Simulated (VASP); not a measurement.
Runs of VASP 6.6.1 on Sr. Symmetry: P6_3/mmc, No. 194, hexagonal system. The conventional cell has a = 4.310 Å, b = 4.310 Å, c = 7.050 Å, α = 90.00°, β = 90.00°, γ = 120.00°. Sr (site symmetry -6m2) has 12 Sr at 4.31 Å as nearest neighbours. This isn't the form of Sr at room conditions, which is fcc.

```tsv
task	level	potentials or basis	cell	cutoff (eV)	smearing	optimiser	gap on the mesh (eV)	pressure (GPa)
relaxation of cell and atoms	BEEF-vdW	VASP PAW PBE potentials, release 64 (Sr_sv)	relaxed	600	methfessel-paxton 0.2 eV	BFGS	none	0.0
optical spectrum	RPBE+D3	VASP PAW PBE potentials, release 64 (Sr_sv)	as given	500	tetrahedron	-	none	0.3
single point	LAK	VASP PAW PBE potentials, release 64 (Sr_sv)	volume scaled by 0.92	520	methfessel-paxton 0.2 eV	-	none	(a)
single point	LDA	VASP PAW LDA potentials, release 64 (Sr_sv)	as given	520	gaussian 0.02 eV	-	none	-1.5
```

Alike in all rows: no spin polarisation; k mesh 7 × 7 × 4.

Problem. Fill in the values left out.

Solution. (a) 1.6.

Caveats: the PAW data sets were made with another functional, which shifts forces and pressure a little (some runs); pairwise dispersion overbinds metals, which lowers pressure and volume (some runs); tetrahedron occupations give inexact forces and stress in metals (some runs).

A k mesh can miss the band edges, and the runs leave out spin-orbit coupling on Sr.

A gap of «none» marks a metal or a gap under the smearing width.
